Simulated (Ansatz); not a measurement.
## Li: frozen-core PAW against all-electron methods

```
Li
1.0
     0.04404    2.22402    2.22402
     2.22402    0.04404    2.22402
     2.22402    2.22402    0.04404
Li
1
Direct
  0.00000 0.00000 0.00000
```

The cell is COD entry 9008473, as deposited and not checked against the literature; nothing was relaxed. The listed cell was then made from it by scaling, straining or moving an atom.

Methods: DFT, PBE, PAW with Ansatz's default frozen-core files, scalar-relativistic (Ansatz 0.2.0); DFT, PBE, all-electron PAW with datasets made for the crystal, scalar-relativistic (Ansatz 0.2.0); DFT, PBE, all-electron LAPW, scalar-relativistic (Ansatz 0.2.0).

For PAW: a Γ-centred 13×13×13 k mesh, Fermi–Dirac smearing of 0.08 eV, cutoff 420 eV, no spin polarisation. The crystal-made all-electron datasets (AE datasets) take a cutoff of 100 eV at this cell. LAPW targets a basis error of 0.25 meV/atom. The Ansatz runs share mesh, smearing and spin set-up. Plane-wave (PAW) pressures include the program's estimate of the Pulay term.

Stress and pressure are positive in compression.

The change that made this cell: equal xy, yz and zx engineering shear strains of +2 %.

```
       quantity    PAW  AE datasets   LAPW
 pressure (GPa)  -0.67        -0.67  -0.67
stress yz (GPa)  -0.14        -0.14  -0.14
stress xz (GPa)  -0.14        -0.14  -0.14
stress xy (GPa)  -0.14        -0.14  -0.14
```

PAW's pressure differs from the LAPW value by about 0.01 GPa or less.
